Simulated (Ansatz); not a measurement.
# HfO2: band gap under strain

Aim: follow the gap of the known phase of HfO2 with 3 atoms a cell through these states: no strain; -1.2 % equal strain in all directions; -2.7 % strain along y alone. The table at the end shows which levels were run.

Code: Ansatz 0.2.0. PAW datasets, plane waves. (Simulation; spin polarisation is off.)

### 1 Starting point

The unstrained cell was relaxed with r2SCAN; in each strained cell the atoms were relaxed again with r2SCAN. Names of k-points are those of the unstrained zone, where strain can split equivalent points. First state: no strain.

The symmetry is Fm-3m (No. 225, cubic); a = 5.058 Å in the conventional setting, 10.79 Å³ an atom. Around Hf lie 8 O at 2.19 Å; around O lie 4 Hf at 2.19 Å.

Coordinates:

```xyz
3
Lattice="0.0000 2.5292 2.5292 2.5292 0.0000 2.5292 2.5292 2.5292 0.0000" Properties=species:S:1:pos:R:3 pbc="T T T"
Hf    0.0000    0.0000    0.0000
O     1.2646    1.2646    1.2646
O     3.7938    3.7938    3.7938
```

### 2 No strain: PBE

File input.yaml:

```yaml
crystal:
  lattice:
    - [0.0, 2.5291823181, 2.5291823181]
    - [2.5291823181, 0.0, 2.5291823181]
    - [2.5291823181, 2.5291823181, 0.0]
  atoms:
    - { symbol: Hf, position: [0.0, 0.0, 0.0] }
    - { symbol: O, position: [0.25, 0.25, 0.25] }
    - { symbol: O, position: [0.75, 0.75, 0.75] }
kpoints:
  mp_grid: { grid: [8, 8, 8] }
  band_path:
    path:
      - [0.0, 0.0, 0.0]
      - [0.5, 0.0, 0.5]
      - [0.625, 0.25, 0.625]
      - [0.375, 0.375, 0.75]
      - [0.5, 0.5, 0.5]
      - [0.5, 0.25, 0.75]
      - [0.0, 0.5, 0.5]
    npoints: 1
hamiltonian:
  xc: pbe
scf:
  occupations: { method: fermi_dirac, width: 0.02 }
  n_extra_bands: 4
output:
  forces: true
  stress: true
  eigenvalues: true
```

Command:

```sh
> ansatz run input.yaml --threads 4 --pin off --max-ram 4608MiB --backend cpu --events-out ev --progress --plain --runs-dir out
```

After this run come: No strain: r2SCAN; No strain: HSE06; -1.2 % equal strain in all directions: PBE; -1.2 % equal strain in all directions: r2SCAN; -1.2 % equal strain in all directions: HSE06; -2.7 % strain along y alone: PBE; -2.7 % strain along y alone: r2SCAN; -2.7 % strain along y alone: HSE06.

Q: Predict the outcome of this session.

**Answer**, as computed:

Least gap in eV (negative: overlap), with the change from the unstrained cell in brackets:

| state | volume change (%) | PBE | r2SCAN | HSE06 |
| --- | --- | --- | --- | --- |
| no strain | +0.0 | 3.80 | 4.30 | 5.41 |
| -1.2 % equal strain in all directions | -3.5 | 3.89 (+0.09) | 4.40 (+0.10) | 5.51 (+0.10) |
| -2.7 % strain along y alone | -2.7 | 3.58 (-0.22) | 4.11 (-0.19) | 5.25 (-0.16) |

**Reading.** With HSE06, of the states in the table -2.7 % strain along y alone shifts the gap most, by -0.162 eV. PBE and HSE06 differ by 1.61 eV on the unstrained gap, and by at most 0.06 eV on its change: the two disagree on the size of the gap but agree on its response to strain. In PBE the gap turns indirect under -2.7 % strain along y alone. Spin-orbit coupling is left out of the table, though the cell holds Hf (Z = 72); in an element this heavy it can shift bands and gaps by tenths of an eV.
